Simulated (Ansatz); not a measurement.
Structures of Zn3F: which is lowest?

Plane-wave DFT in Ansatz with scalar-relativistic PAW potentials, cutoff 420 eV, Γ-centred meshes chosen by cell and gap, Gaussian smearing with energies taken to zero width. Every cell was relaxed (cell and atoms) in a run of its own, within the symmetry of its start. Functional: PBE.

Relaxed structures (starts from databases or built by putting these elements on another compound's sites):
A. P6/mmm, 4 atoms in the computed cell, a = 4.836 Å, c = 3.917 Å; sites (symmetry × multiplicity) Zn -6m2 × 2 + 6/mmm × 1, F 6/mmm × 1; start: built
B. P6_3/mmc, 8 atoms in the computed cell, a = 7.396 Å, c = 2.688 Å; sites (symmetry × multiplicity) Zn mm2 × 6, F -6m2 × 2; start: built

**Question.** Rank them by energy. Could pressure change the order?

**Answer.**
| structure | group | E − E(lowest) (meV/atom) | V (Å³/atom) | gap on mesh (eV) |
| --- | --- | --- | --- | --- |
| B | P6_3/mmc | 0.0 | 15.92 | 0.00 |
| A | P6/mmm | 446 | 19.84 | 0.00 |

B is lowest, 446 meV/atom under A. The lowest is also the densest of these, so pressure wouldn't bring one of the others in at first order. Other structures may lie lower than all of these, and vibrations aren't counted.

Spin polarisation was left out, and a magnetic state may lie lower.